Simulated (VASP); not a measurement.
# Mg12B (a cell with a defect) in VASP: a series of runs, part 3 of 3

VASP 6.6.1.

### 5 Single point, PBEsol

Contents of INCAR:

```
SYSTEM = Mg12B
  ALGO = Fast
  EDIFF = 1E-6
  ENCUT = 520
  GGA = PS
  ISIF = 2
  ISMEAR = -1
  LASPH = .TRUE.
  LCHARG = .FALSE.
  LREAL = .FALSE.
  LWAVE = .FALSE.
  NBANDS = 26
  NELM = 80
  PREC = Accurate
  SIGMA = 0.05
```

Contents of KPOINTS:

```
k-points
0
G
  2 2 2
  0 0 0
```

Contents of POSCAR:

```
Mg12B
1.0
    6.4200000000      0.0000000000      0.0000000000
   -4.8150000000      8.3398250000      0.0000000000
    0.0000000000      0.0000000000      5.2130400000
Mg B
12 1
Direct
    0.0637023268      0.0236695614     -0.1314588033
    0.1183389491      0.2055318907      0.4401654313
    0.0436737571      0.3586885816     -0.0948582785
    0.2355036823      0.4985116594      0.4394173074
   -0.0056338558      0.6682514321     -0.1453086874
    0.1379550472      0.8437946839      0.3611903995
    0.4909231656     -0.0648334947     -0.2078825407
    0.6309708942      0.1820421891      0.3288292436
    0.5297463029      0.3190594527     -0.1660067830
    0.6814683451      0.5160180220      0.3426407624
    0.4892914674      0.5995329638     -0.0879141537
    0.6747702443      0.8879802634      0.2869918512
    0.7620695763      0.8027386666      0.6110254285
```

Potentials or basis: VASP PAW PBE potentials, release 64 (Mg, B).

Started as:

```
cat potpaw_PBE.64/Mg/POTCAR potpaw_PBE.64/B/POTCAR > POTCAR
mpirun -np 1 vasp_std > vasp.out
```

OUTCAR:

```text
SYSTEM = Mg12B
   EDIFF = 1E-6
   ENCUT = 520
   GGA = PS
   ISIF = 2
   ISMEAR = -1
   LASPH = .TRUE.
   LREAL = .FALSE.
   NELM = 80
   PREC = Accurate

 ion  position               nearest neighbor table
   1  0.064  0.024  0.869-  13 2.44   2 2.75   9 2.93  12 3.07   5 3.22   6 3.26   7 3.28   3 3.30
                             6 3.32   7 3.36   2 3.38
   2  0.118  0.206  0.440-   4 2.53   1 2.75   3 3.00  12 3.06   8 3.08   9 3.08   3 3.30   1 3.38
                            10 3.39   8 3.46   6 3.57
   3  0.044  0.359  0.905-  11 2.63   4 2.75   2 3.00   4 3.07   9 3.15   5 3.16   8 3.21   1 3.30
                             2 3.30   9 3.35
   4  0.236  0.499  0.439-   2 2.53   3 2.75  10 2.83  11 2.84   3 3.07  11 3.09  12 3.47   5 3.51
                             8 3.59
   5  0.994  0.668  0.855-  13 2.73   7 2.95   6 2.96  11 2.98   6 3.02  10 3.12   3 3.16   9 3.19
                            10 3.22   1 3.22   4 3.51  11 3.57
   6  0.138  0.844  0.361-  13 2.59   5 2.96   7 2.99   5 3.02  10 3.05   8 3.22  12 3.23   1 3.26
                            12 3.28   1 3.32   7 3.57   2 3.57
   7  0.491  0.935  0.792-  13 2.79   5 2.95  12 2.97   6 2.99  12 3.01   8 3.19   1 3.28  11 3.29
                             1 3.36   8 3.49   6 3.57   9 3.59
   8  0.631  0.182  0.329-  12 2.99  10 3.07   2 3.08   9 3.11   9 3.16   7 3.19   3 3.21   6 3.22
                             2 3.46   7 3.49   4 3.59
   9  0.530  0.319  0.834-  11 2.87   1 2.93  10 3.04   2 3.08   8 3.11  10 3.12   3 3.15   8 3.16
                             5 3.19   3 3.35   7 3.59
  10  0.681  0.516  0.343-   4 2.83  11 2.86  13 2.90   9 3.04   6 3.05   8 3.07   5 3.12   9 3.12
                             5 3.22   2 3.39  11 3.46  12 3.62
  11  0.489  0.600  0.912-  13 2.44   3 2.63   4 2.84  10 2.86   9 2.87   5 2.98   4 3.09  12 3.11
                             7 3.29  10 3.46   5 3.57
  12  0.675  0.888  0.287-  13 2.07   7 2.97   8 2.99   7 3.01   2 3.06   1 3.07  11 3.11   6 3.23
                             6 3.28   4 3.47  10 3.62
  13  0.762  0.803  0.611-  12 2.07  11 2.44   1 2.44   6 2.59   5 2.73   7 2.79  10 2.90

  LATTYP: Found a simple monoclinic cell.
 ALAT       =     6.4200000000
 B/A-ratio  =     0.8120000000
[... 180 lines left out ...]

 Free energy of the ion-electron system (eV)
  ---------------------------------------------------
  ext. energy  EPLUGINS =         0.00000000
  ---------------------------------------------------
  free energy    TOTEN  =       -23.81740125 eV

  energy without entropy =      -23.78328870  energy(sigma->0) =      -23.80034498

 E-fermi :   2.6529     XC(G=0):  -8.6505

 val. band max:        2.5148100174   @ k =   0.5000   0.5000   0.0000
 cond. band min:       2.6589849292   @ k =   0.5000   0.0000   0.0000
 fundamental gap:      0.1441749118
 Fermi energy:         2.6528592445

 k-point     1 :       0.0000    0.0000    0.0000
  band No.  band energies     occupation
      1      -5.1238      2.00000
      2      -3.1692      2.00000
      3      -2.3140      2.00000
      4      -1.2617      2.00000
      5      -0.9553      2.00000
      6       0.0538      2.00000
[... 213 lines left out ...]
     24       5.8966      0.00000
     25       6.4595      0.00000
 [bands above 25 left out]

------------------------ aborting loop because EDIFF is reached ----------------------------------------

  FORCE on cell =-STRESS in cart. coord.  units (eV):
  Direction    XX          YY          ZZ          XY          YZ          ZX
  --------------------------------------------------------------------------------------
  -------------------------------------------------------------------------------------
  Total       -3.7123701      4.1327702      9.7520871      1.2343467     -3.4058255      2.7275962
  in kB      -21.3097729     23.7229570     55.9789992      7.0854057    -19.5501435     15.6569668
  external PRESSURE =      19.4640611 kB  Pullay stress =       0.0000000 kB

 VOLUME and BASIS-vectors are now :
 -----------------------------------------------------------------------------
  energy-cutoff  :      520.00
  volume of cell :      279.11
      direct lattice vectors                 reciprocal lattice vectors
     6.420000000  0.000000000  0.000000000     0.155763240  0.089929945  0.000000000
    -4.815000000  8.339825000  0.000000000     0.000000000  0.119906593  0.000000000
     0.000000000  0.000000000  5.213040000     0.000000000  0.000000000  0.191826650

 POSITION                                       TOTAL-FORCE (eV/Angst)
 -----------------------------------------------------------------------------------
      0.29500      0.19740      4.52774        -0.070668     -0.820935      0.602707
     -0.22990      1.71410      2.29460         0.690817     -0.997306     -1.077102
     -1.44670      2.99140      4.71854        -0.808676     -1.255575      0.931558
     -0.88840      4.15750      2.29070        -1.140668      1.781753     -0.835509
      3.16620      5.57310      4.45554        -0.223740     -0.306143      0.092463
     -3.17720      7.03710      1.88290        -0.428543      0.440210     -0.386506
     -1.35110      7.79913      4.12934         0.702987      0.460224      0.246709
      3.17430      1.51820      1.71420        -0.153647      0.134273     -0.175085
      1.86470      2.66090      4.34764         0.146046     -0.152011      0.166640
      1.89040      4.30350      1.78620         0.396837      0.162352      0.243919
      0.25450      5.00000      4.75474         0.201381      1.374382     -0.030912
      0.05640      7.40560      1.49610        -0.579941      0.171529     -1.357239
      1.02730      6.69470      3.18530         1.267815     -0.992751      1.578357
 -----------------------------------------------------------------------------------
    total drift:                                0.000129     -0.000029     -0.000133

  FREE ENERGIE OF THE ION-ELECTRON SYSTEM (eV)
  ---------------------------------------------------
  free  energy   TOTEN  =       -23.8174012526 eV

  energy  without entropy=      -23.7832887014  energy(sigma->0) =      -23.80034498
```

OSZICAR:

```text
N       E                     dE             d eps       ncg     rms          rms(c)
DAV:   1     0.288056675558E+02    0.28806E+02   -0.78660E+03   416   0.745E+02
DAV:   2    -0.221991647043E+02   -0.51005E+02   -0.46912E+02   508   0.960E+01
DAV:   3    -0.261479691881E+02   -0.39488E+01   -0.38516E+01   532   0.213E+01
DAV:   4    -0.262285209967E+02   -0.80552E-01   -0.80381E-01   494   0.313E+00
DAV:   5    -0.262295812485E+02   -0.10603E-02   -0.10599E-02   536   0.400E-01    0.644E+00
RMM:   6    -0.242296087620E+02    0.20000E+01   -0.63066E+00   451   0.543E+00    0.294E+00
RMM:   7    -0.238698226834E+02    0.35979E+00   -0.46828E-01   435   0.238E+00    0.144E+00
RMM:   8    -0.238294573703E+02    0.40365E-01   -0.90915E-02   483   0.108E+00    0.578E-01
RMM:   9    -0.238178896933E+02    0.11568E-01   -0.13119E-02   507   0.460E-01    0.103E-01
RMM:  10    -0.238174727485E+02    0.41694E-03   -0.13680E-03   506   0.158E-01    0.515E-02
RMM:  11    -0.238174011037E+02    0.71645E-04   -0.30920E-04   528   0.634E-02    0.153E-02
RMM:  12    -0.238174007836E+02    0.32006E-06   -0.48944E-05   525   0.263E-02    0.326E-03
RMM:  13    -0.238174012526E+02   -0.46894E-06   -0.60718E-06   488   0.100E-02
   1 F= -.23817401E+02 E0= -.23800345E+02  d E =-.341126E-01
```

stdout:

```text
POSCAR found type information on POSCAR MgB
 POSCAR found :  2 types and      13 ions
 scaLAPACK will be used
 -----------------------------------------------------------------------------
|                                                                             |
|                                                                             |
|     You enforced a specific xc type in the INCAR file but a different       |
|     I HOPE YOU KNOW WHAT YOU ARE DOING!                                     |
|                                                                             |
 -----------------------------------------------------------------------------

 LDA part: xc-table for (Slater+PW92), standard interpolation
 POSCAR, INCAR and KPOINTS ok, starting setup
 FFT: planning ... GRIDC
 FFT: planning ... GRID_SOFT
 FFT: planning ... GRID
 WAVECAR not read
 entering main loop
```

Run time: 42 s. Hardware: 1 thread of Intel Xeon 6975P-C (Granite Rapids), shared host; peak memory 0.35 GiB.

Results:

- Free energy: -23.8174 eV
- Pressure: 1.9 GPa
- Largest force: 2.275 eV/Å
- Band gap on the k mesh: none (metal or under the smearing width)

Forces in eV/Å, atoms in the order of the input:
```
Mg  -0.071 -0.821  0.603
Mg   0.691 -0.997 -1.077
Mg  -0.809 -1.256  0.932
Mg  -1.141  1.782 -0.836
Mg  -0.224 -0.306  0.092
Mg  -0.429  0.440 -0.387
Mg   0.703  0.460  0.247
Mg  -0.154  0.134 -0.175
Mg   0.146 -0.152  0.167
Mg   0.397  0.162  0.244
Mg   0.201  1.374 -0.031
Mg  -0.580  0.172 -1.357
B    1.268 -0.993  1.578
```

Stress tensor (GPa, compression positive):
```
-2.13  0.71  1.57
 0.71  2.37 -1.96
 1.57 -1.96  5.60
```

Caveat: the k mesh is coarse (spacing up to 0.60 Å⁻¹), so the values aren't converged; the PAW data sets were made with another functional, which shifts forces and pressure a little.

### 6 Single point, PBEsol

Contents of INCAR:

```
ALGO = Normal ; EDIFF = 1E-7
ENCUT = 520 ; GGA = PS
ISIF = 2 ; ISMEAR = -1
LASPH = T ; LCHARG = F
LREAL = F ; LWAVE = F
NBANDS = 26 ; NELM = 80
PREC = Accurate ; SIGMA = 0.05
```

Contents of KPOINTS:

```
k-points
0
Gamma
  2 2 2
```

Contents of POSCAR:

```
Mg12B
1.0
    6.4200000000      0.0000000000      0.0000000000
   -4.8150000000      8.3398250000      0.0000000000
    0.0000000000      0.0000000000      5.2130400000
Mg B
12 1
Direct
   -0.0128476274     -0.0456244585     -0.1292719795
    0.2410570852      0.2294052933      0.3802196031
   -0.0006532969      0.3212057807     -0.1776890260
    0.1267621323      0.5423495097      0.3465156607
    0.0295692207      0.6466322735     -0.1070776361
    0.2006164072      0.9057024578      0.3688826481
    0.5333507568      0.0141249966     -0.1516389669
    0.6935066340      0.2065031341      0.3476474380
    0.4778688564      0.2641782052     -0.1124104170
    0.6837253702      0.5337522070      0.4432922057
    0.4533972842      0.5816429002     -0.1718958611
    0.6375147610      0.8525118932      0.3268150638
    0.8224617344      0.7709874008      0.6164541227
```

Potentials or basis: VASP PAW PBE potentials, release 64 (Mg, B).

Started as:

```
cat potpaw_PBE.64/Mg/POTCAR potpaw_PBE.64/B/POTCAR > POTCAR
mpirun -np 1 vasp_std > vasp.out
```

Wall time 49 s (1 thread of Intel Xeon 6975P-C (Granite Rapids), shared host); peak memory 0.35 GiB.

The run converged. Its results:

```yaml
Free_energy: -24.4151 eV
Pressure: 2.4 GPa
Largest_force: 2.223 eV/Å
Band_gap_on_the_k_mesh: none (metal or under the smearing width)
```

Forces on the atoms (eV/Å):
```
Mg  -0.003  1.804  1.299
Mg  -0.831 -0.208 -0.173
Mg  -0.174 -0.569  0.448
Mg   0.890 -0.300  0.019
Mg  -0.863  0.539 -0.412
Mg  -0.356 -0.497 -0.079
Mg   0.529 -1.167  0.233
Mg   0.176  0.050 -0.206
Mg  -0.381  1.117  0.084
Mg   0.269 -0.602 -1.425
Mg   0.256  1.123  0.883
Mg   0.109  0.096 -0.016
B    0.378 -1.388 -0.656
```

Stress tensor (GPa, compression positive):
```
 0.00  0.09 -0.29
 0.09  2.62  1.89
-0.29  1.89  4.64
```

Levels at points of the mesh, in eV from the Fermi level:
```csv
k point,band 9,band 10,band 11,band 12,band 13,band 14,band 15,band 16,band 17,band 18
"(0.00, 0.00, 0.00)",-1.65,-1.02,-0.68,-0.27,-0.03,0.34,0.58,0.71,1.23,1.40
"(0.50, 0.00, 0.00)",-1.28,-0.91,-0.55,-0.27,-0.16,0.00,0.12,0.43,0.64,1.06
"(0.00, 0.50, 0.00)",-1.82,-1.32,-1.16,-0.78,-0.76,-0.32,0.87,1.02,1.31,1.59
"(0.50, 0.50, 0.00)",-1.16,-0.61,-0.39,-0.16,0.17,0.37,0.91,0.95,1.12,1.22
"(0.00, 0.00, 0.50)",-1.94,-1.69,-1.51,-1.40,-0.79,-0.39,-0.07,0.80,1.10,1.28
"(0.50, 0.00, 0.50)",-1.92,-1.57,-0.89,-0.54,-0.32,0.25,0.63,0.95,1.29,2.18
"(0.00, 0.50, 0.50)",-1.66,-1.42,-1.30,-0.94,-0.72,-0.63,-0.51,-0.32,0.22,0.83
"(0.50, 0.50, 0.50)",-2.63,-2.34,-1.96,-1.69,0.19,0.79,1.44,1.50,2.17,2.69
```

Caveat: the k mesh is coarse (spacing up to 0.60 Å⁻¹), so the values aren't converged; the PAW data sets were made with another functional, which shifts forces and pressure a little.
